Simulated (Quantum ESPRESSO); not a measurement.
## AlAu under changes of volume

One of the cells (16.755 Å³/atom); the others are scaled copies at fixed shape and fractional positions:

```
Au Al
1.0
     3.22394    0.00000    0.00000
     0.00000    3.22394    0.00000
     0.00000    0.00000    3.22394
Au Al
1 1
Direct
  0.50000 0.50000 0.50000
  0.00000 0.00000 0.00000
```

The cell comes from a database or a generator and needn't be the stable form of this composition.

* Program: Quantum ESPRESSO 7.5
* Functional: r2SCAN
* Potentials or basis: SG15 PBE 1.2
* Cutoff: 1020 eV
* Density cutoff: 4082 eV
* k mesh: 6 × 6 × 6
* Occupations: fermi-dirac, width 0.05 eV
* Spin: no spin polarisation

| volume (Å³/atom) | energy over the lowest point (meV/atom) | pressure (GPa) |
| --- | --- | --- |
| 15.749 | ? | ? |
| 16.084 | 0.00 | 1.0 |
| 16.419 | 0.87 | -1.9 |
| 16.755 | 7.35 | -4.4 |
| 17.090 | 18.79 | -6.6 |
| 17.425 | 34.59 | -8.5 |
| 17.760 | 54.20 | -10.2 |

What does the run at 15.749 Å³/atom give?

Energy over the lowest point 5.51 meV/atom; pressure 4.2 GPa.

Worked out: A Birch-Murnaghan fit of order 3 (a polynomial in V^(-2/3)) to the other rows has its minimum at 16.20 Å³/atom with B0 = V·E''(V) = 141 GPa and B' = 5.1. It gives 5.52 meV/atom at 15.749 Å³/atom, against the run's 5.51, and -dE/dV = 4.3 GPa, against 4.2.

Energies are extrapolated to zero smearing.

Caveats: the potentials were made for another functional, which shifts forces and pressure.
